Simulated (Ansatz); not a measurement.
# SnO2 (P4_2/mnm), random displacements

Method: DFT PBE, scalar-relativistic, plane waves, PAW in Ansatz 0.2.0. The runs took a 420 eV cutoff, a Γ-centred 6×6×8 mesh and Gaussian smearing (0.05 eV). No spin polarisation. Energies are free energies at this smearing, counted from the undisturbed cell; pressure is positive in compression.

The starting cell (as given, not relaxed at this level):

```yaml
crystal:
  lattice:
    - [4.73735, 0.00000, 0.00000]
    - [0.00000, 4.73735, 0.00000]
    - [0.00000, 0.00000, 3.18640]
  atoms:
    - { symbol: Sn, position: [0.00000, 0.00000, 0.00000] }
    - { symbol: Sn, position: [0.50000, 0.50000, 0.50000] }
    - { symbol: O, position: [0.30562, 0.30562, 0.00000] }
    - { symbol: O, position: [0.19438, 0.80562, 0.50000] }
    - { symbol: O, position: [0.69438, 0.69438, 0.00000] }
    - { symbol: O, position: [0.80562, 0.19438, 0.50000] }
```

The atoms are displaced (Å, in the unstrained cell):

| atom | ux | uy | uz |
| --- | --- | --- | --- |
| Sn1 | -0.170 | -0.246 | -0.261 |
| Sn2 | -0.245 | 0.273 | -0.015 |
| O3 | 0.760 | -0.285 | 0.108 |
| O4 | 0.086 | -0.300 | 0.285 |
| O5 | -0.203 | 0.462 | -0.213 |
| O6 | -0.227 | 0.097 | 0.097 |

Strain (Voigt, engineering shear): (0.0380, 0.0508, -0.0063, -0.0596, -0.0159, -0.0542).

Task: What are the energy change, the stress and the forces?

Result: ΔE = 1890.9 meV/atom; stress (xx, yy, zz, yz, xz, xy; compression positive) (93.57, 37.11, 20.52, 13.44, -10.63, -20.95) GPa.
```tsv
atom	Fx (eV/Å)	Fy	Fz
Sn1	7.72	10.43	1.34
Sn2	20.51	-19.65	-5.52
O3	-4.06	2.70	-0.69
O4	-20.21	14.50	2.68
O5	-8.38	-6.56	2.38
O6	4.42	-1.42	-0.18
```

Cost: 1 run of about 0.79 core-minutes, on Arm Neoverse V1 (shared hosts).